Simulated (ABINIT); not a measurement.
# InP (F-43m) in ABINIT: a series of runs

One crystal, InP, is run at these levels: LDA, PBE; tasks: single point.

Everything below comes from runs of ABINIT 10.8.3 (patched build). Logs are shortened: lines on timing, memory, paths and dates and some standing lists are left out, and cuts for length are marked. The log counts tension as positive stress, the text compression.

**What was measured.**

A printed reference work, data compilation reports, for a bulk crystal of InP at 1.6 K: band gap 1.4236 eV (direct).

The runs below are set against these values where they give the same quantity.

### Step 1. The structure

Symmetry: F-43m, No. 216, cubic system. Conventional cell: a = 5.861 Å, b = 5.861 Å, c = 5.861 Å, α = 90.00°, β = 90.00°, γ = 90.00°. Around In (site symmetry -43m) lie 4 P at 2.54 Å. P (site symmetry -43m) is surrounded by 4 In at 2.54 Å.

### Step 2. Single point, LDA

Contents of run.abi:

```
# Pseudopotentials
pp_dirpath "./"
pseudos "In.upf, P.upf"

# Structure
acell 4.1443528445 4.1443528445 4.1443528445 Angstrom
rprim
     0.0000000000     0.7071067812     0.7071067812
     0.7071067812     0.0000000000     0.7071067812
     0.7071067812     0.7071067812     0.0000000000
ntypat 2
znucl 49 15
natom 2
typat 1 2
xred
     0.0000000000     0.0000000000     0.0000000000
     0.7500000000     0.7500000000     0.7500000000

# Plane-wave basis
ecut 31.0

# k points
kptopt 1
ngkpt 6 6 6
nshiftk 1
shiftk 0.0 0.0 0.0

# Exchange and correlation
ixc 7

# Bands and occupations
nband 13
occopt 3
tsmear 0.05 eV

# SCF cycle
nstep 100
tolvrs 1.0e-10

# Output
iomode 3
prtwf 0
prtden 0
prteig 0
prtebands 0
```

Potentials or basis: PseudoDojo NC SR LDA v0.4.1 standard.

Run with:

```bash
abinit run.abi > log 2>&1
```

run.abo:

```text
.Version 10.8.3 of ABINIT
 Symmetries : space group F-4 3 m (#216); Bravais cF (face-center cubic)
================================================================================
 Values of the parameters that define the memory need of the present run
     intxc =       0    ionmov =       0      iscf =       7    lmnmax =       6
     lnmax =       6     mgfft =      40  mpssoang =       3    mqgrid =    3001
     natom =       2  nloc_mem =       1    nspden =       1   nspinor =       1
    nsppol =       1      nsym =      24    n1xccc =    2501    ntypat =       2
    occopt =       3   xclevel =       1
       mpw =        2822          nfft =       64000          nkpt =          16
================================================================================
================================================================================

--------------------------------------------------------------------------------
------------- Echo of variables that govern the present computation ------------
--------------------------------------------------------------------------------
 -outvars: echo values of preprocessed input variables --------
            acell      7.8316918452E+00  7.8316918452E+00  7.8316918452E+00 Bohr
              amu      1.14820000E+02  3.09737620E+01
             ecut      3.10000000E+01 Hartree
              ixc           7
         kptrlatt        6    0    0      0    6    0      0    0    6
          kptrlen      4.69901511E+01
            natom           2
            nband          13
            ngfft          40      40      40
             nkpt          16
            nstep         100
             nsym          24
           ntypat           2
           occopt           3
           prtden           0
        prtebands           0
           prteig           0
            prtwf           0
            rprim      0.0000000000E+00  7.0710678120E-01  7.0710678120E-01
                       7.0710678120E-01  0.0000000000E+00  7.0710678120E-01
                       7.0710678120E-01  7.0710678120E-01  0.0000000000E+00
          spgroup         216
           tolvrs      1.00000000E-10
           tsmear      1.83746611E-03 Hartree
            typat      1  2
           xangst      0.0000000000E+00  0.0000000000E+00  0.0000000000E+00
                       4.3957500000E+00  4.3957500000E+00  4.3957500000E+00
            xcart      0.0000000000E+00  0.0000000000E+00  0.0000000000E+00
                       8.3067636180E+00  8.3067636180E+00  8.3067636180E+00
             xred      0.0000000000E+00  0.0000000000E+00  0.0000000000E+00
                       7.5000000000E-01  7.5000000000E-01  7.5000000000E-01
            znucl       49.00000   15.00000

================================================================================

 chkinp: Checking input parameters for consistency.

================================================================================
== DATASET  1 ==================================================================

--- !DatasetInfo
iteration_state: {dtset: 1, }
dimensions: {natom: 2, nkpt: 16, mband: 13, nsppol: 1, nspinor: 1, nspden: 1, mpw: 2822, }
cutoff_energies: {ecut:  31.0, pawecutdg:  -1.0, }
electrons: {nelect:   1.80000000E+01, charge:   0.00000000E+00, occopt:   3.00000000E+00, tsmear:   1.83746611E-03, }
meta: {optdriver: 0, ionmov: 0, optcell: 0, iscf: 7, paral_kgb: 0, }
...

 Exchange-correlation functional for the present dataset will be:
  LDA: Perdew-Wang 92 LSD fit to Ceperley-Alder data - ixc=7
  J.P.Perdew and Y.Wang, PRB 45, 13244 (1992)

 Real(R)+Recip(G) space primitive vectors, cartesian coordinates (Bohr,Bohr^-1):
 R(1)=  0.0000000  5.5378424  5.5378424  G(1)= -0.0902879  0.0902879  0.0902879
 R(2)=  5.5378424  0.0000000  5.5378424  G(2)=  0.0902879 -0.0902879  0.0902879
 R(3)=  5.5378424  5.5378424  0.0000000  G(3)=  0.0902879  0.0902879 -0.0902879
 Unit cell volume ucvol=  3.3966576E+02 bohr^3
 Angles (23,13,12)=  6.00000000E+01  6.00000000E+01  6.00000000E+01 degrees

 getcut: wavevector=  0.0000  0.0000  0.0000  ngfft=  40  40  40
         ecut(hartree)=     31.000   => boxcut(ratio)=   2.03779

--- Pseudopotential description ------------------------------------------------
- pspini: atom type   1  psp file is ./In.upf
12 -1012 2 -1 1894                            pspcod,pspxc,lmax,lloc,mmax
     nproj     2     2     2

- pspini: atom type   2  psp file is ./P.upf
12 -1012 2 -1 1298                            pspcod,pspxc,lmax,lloc,mmax
     nproj     2     2     2

   5.80935515E+02                                ecore*ucvol(ha*bohr**3)
--------------------------------------------------------------------------------

================================================================================

--- !BeginCycle
iteration_state: {dtset: 1, }
solver: {iscf: 7, nstep: 100, nline: 4, wfoptalg: 0, }
tolerances: {tolvrs: 1.00E-10, }
...

     iter   Etot(hartree)      deltaE(h)  residm     vres2
 ETOT  1  -72.759333460506    -7.276E+01 4.436E-01 1.515E+02
 ETOT  2  -73.213587088538    -4.543E-01 1.232E-02 2.981E+01
 ETOT  3  -73.218266435502    -4.679E-03 1.763E-03 2.151E-01
 ETOT  4  -73.218299894706    -3.346E-05 2.959E-03 1.211E-02
 ETOT  5  -73.218303107697    -3.213E-06 2.257E-04 1.781E-03
 ETOT  6  -73.218303339108    -2.314E-07 3.540E-04 4.765E-05
 ETOT  7  -73.218303342068    -2.960E-09 4.676E-05 2.732E-07
 ETOT  8  -73.218303342126    -5.804E-11 3.887E-05 1.347E-08
 ETOT  9  -73.218303342127    -9.663E-13 1.746E-05 3.031E-09
 ETOT 10  -73.218303342127     4.405E-13 8.489E-06 6.373E-12

 At SCF step   10       vres2   =  6.37E-12 < tolvrs=  1.00E-10 =>converged.

 Cartesian components of stress tensor (hartree/bohr^3)
  sigma(1 1)=  6.52632036E-05  sigma(3 2)=  0.00000000E+00
  sigma(2 2)=  6.52632036E-05  sigma(3 1)=  0.00000000E+00
  sigma(3 3)=  6.52632036E-05  sigma(2 1)=  0.00000000E+00

--- !ResultsGS
iteration_state: {dtset: 1, }
comment   : Summary of ground state results
lattice_vectors:
- [  0.0000000,   5.5378424,   5.5378424, ]
- [  5.5378424,   0.0000000,   5.5378424, ]
- [  5.5378424,   5.5378424,   0.0000000, ]
lattice_lengths: [   7.83169,    7.83169,    7.83169, ]
lattice_angles: [ 60.000,  60.000,  60.000, ] # degrees, (23, 13, 12)
lattice_volume:   3.3966576E+02
convergence: {deltae:  4.405E-13, res2:  6.373E-12, residm:  8.489E-06, diffor: null, }
etotal    :  -7.32183033E+01
entropy   :   0.00000000E+00
fermie    :   1.68087143E-01
cartesian_stress_tensor: # hartree/bohr^3
- [  6.52632036E-05,   0.00000000E+00,   0.00000000E+00, ]
- [  0.00000000E+00,   6.52632036E-05,   0.00000000E+00, ]
- [  0.00000000E+00,   0.00000000E+00,   6.52632036E-05, ]
pressure_GPa:  -1.9201E+00
xred      :
- [  0.0000E+00,   0.0000E+00,   0.0000E+00, In]
- [  7.5000E-01,   7.5000E-01,   7.5000E-01,  P]
cartesian_forces: # hartree/bohr
- [  3.79864381E-31,  -1.13959314E-30,   3.79864381E-31, ]
- [ -3.79864381E-31,   1.13959314E-30,  -3.79864381E-31, ]
force_length_stats: {min:   1.25986762E-30, max:   1.25986762E-30, mean:   1.25986762E-30, }
...

 Integrated electronic density in atomic spheres:
 ------------------------------------------------
 Atom  Sphere_radius  Integrated_density
    1        2.00000          9.92580217
    2        2.00000          2.77123326
================================================================================

 ----iterations are completed or convergence reached----

 Mean square residual over all n,k,spin=   72.525E-09; max=  84.888E-07
 reduced coordinates (array xred) for    2 atoms
       0.000000000000      0.000000000000      0.000000000000
       0.750000000000      0.750000000000      0.750000000000
 rms dE/dt=  5.9500E-30; max dE/dt=  8.4145E-30; dE/dt below (all hartree)
    1       0.000000000000     -0.000000000000      0.000000000000
    2       0.000000000000      0.000000000000      0.000000000000

 cartesian coordinates (angstrom) at end:
    1      0.00000000000000     0.00000000000000     0.00000000000000
    2      4.39575000004719     4.39575000004719     4.39575000004719

 cartesian forces (hartree/bohr) at end:
    1      0.00000000000000    -0.00000000000000     0.00000000000000
    2     -0.00000000000000     0.00000000000000    -0.00000000000000
 frms,max,avg= 7.2738491E-31 1.1395931E-30   0.000E+00  0.000E+00  0.000E+00 h/b

 cartesian forces (eV/Angstrom) at end:
    1      0.00000000000000    -0.00000000000000     0.00000000000000
    2     -0.00000000000000     0.00000000000000    -0.00000000000000
 frms,max,avg= 3.7403636E-29 5.8600236E-29   0.000E+00  0.000E+00  0.000E+00 e/A
 length scales=  7.831691845232  7.831691845232  7.831691845232 bohr
              =  4.144352844500  4.144352844500  4.144352844500 angstroms
 Fermi (or HOMO) energy (hartree) =   0.16809   Average Vxc (hartree)=  -0.35888
 Eigenvalues (hartree) for nkpt=  16  k points:
 kpt#   1, nband= 13, wtk=  0.00463, kpt=  0.0000  0.0000  0.0000 (reduced coord)
  -0.36447   -0.36447   -0.36447   -0.35885   -0.35885   -0.26659    0.15818    0.15818
   0.15818    0.17594    0.30371    0.30371    0.30371
      occupation numbers for kpt#   1
   2.00000    2.00000    2.00000    2.00000    2.00000    2.00000    1.99093    1.99093
   1.99093    0.02751    0.00000    0.00000    0.00000
 prteigrs : prtvol=0 or 1, do not print more k-points.

--- !EnergyTerms
iteration_state     : {dtset: 1, }
comment             : Components of total free energy in Hartree
kinetic             :  4.42136923791552E+01
hartree             :  1.83531136285533E+01
xc                  : -2.17802367101145E+01
Ewald energy        : -4.48602020672642E+01
psp_core            :  1.71031518955804E+00
local_psp           : -5.71482447528614E+01
non_local_psp       : -1.37067382618792E+01
internal            : -7.32183005948528E+01
'-kT*entropy'       : -2.74727378918876E-06
total_energy        : -7.32183033421266E+01
total_energy_eV     : -1.99237153251801E+03
band_energy         : -3.72285993007575E+00
...

 Cartesian components of stress tensor (hartree/bohr^3)
  sigma(1 1)=  6.52632036E-05  sigma(3 2)=  0.00000000E+00
  sigma(2 2)=  6.52632036E-05  sigma(3 1)=  0.00000000E+00
  sigma(3 3)=  6.52632036E-05  sigma(2 1)=  0.00000000E+00

-Cartesian components of stress tensor (GPa)         [Pressure= -1.9201E+00 GPa]
- sigma(1 1)=  1.92010974E+00  sigma(3 2)=  0.00000000E+00
- sigma(2 2)=  1.92010974E+00  sigma(3 1)=  0.00000000E+00
- sigma(3 3)=  1.92010974E+00  sigma(2 1)=  0.00000000E+00

== END DATASET(S) ==============================================================
================================================================================

 -outvars: echo values of variables after computation  --------
            acell      7.8316918452E+00  7.8316918452E+00  7.8316918452E+00 Bohr
           etotal     -7.3218303342E+01
            fcart      3.7986438112E-31 -1.1395931434E-30  3.7986438112E-31
                      -3.7986438112E-31  1.1395931434E-30 -3.7986438112E-31
            rprim      0.0000000000E+00  7.0710678120E-01  7.0710678120E-01
                       7.0710678120E-01  0.0000000000E+00  7.0710678120E-01
                       7.0710678120E-01  7.0710678120E-01  0.0000000000E+00
           strten      6.5263203575E-05  6.5263203575E-05  6.5263203575E-05
                       0.0000000000E+00  0.0000000000E+00  0.0000000000E+00
           xangst      0.0000000000E+00  0.0000000000E+00  0.0000000000E+00
                       4.3957500000E+00  4.3957500000E+00  4.3957500000E+00
             xred      0.0000000000E+00  0.0000000000E+00  0.0000000000E+00
                       7.5000000000E-01  7.5000000000E-01  7.5000000000E-01
 Calculation completed.
```

Wall time 16 s (1 thread of Arm Neoverse V2, shared host); peak memory 0.07 GiB.

What came out:

```
Free energy                                           : -1992.3715 eV
Band gap on the k mesh                                : 0.48 eV, direct
Valence electrons inside the program's atomic spheres : In 9.93; P 2.77
```

Levels at points of the mesh, in eV from the valence-band top:
```tsv
k point	band 7	band 8	band 9	band 10	band 11	band 12
(0.00, 0.00, 0.00)	0.00	0.00	0.00	0.48	3.96	3.96
(0.50, 0.00, 0.00)	-5.84	-0.99	-0.99	1.31	4.70	4.70
(0.50, 0.50, 0.00)	-5.88	-2.36	-2.36	1.60	2.11	9.01
```

Caveat: the cutoff is too short for stress, so the log's stress isn't used; spin-orbit coupling is left out, which moves the levels of the heavy elements.

(Continued in part 2 of 2.)
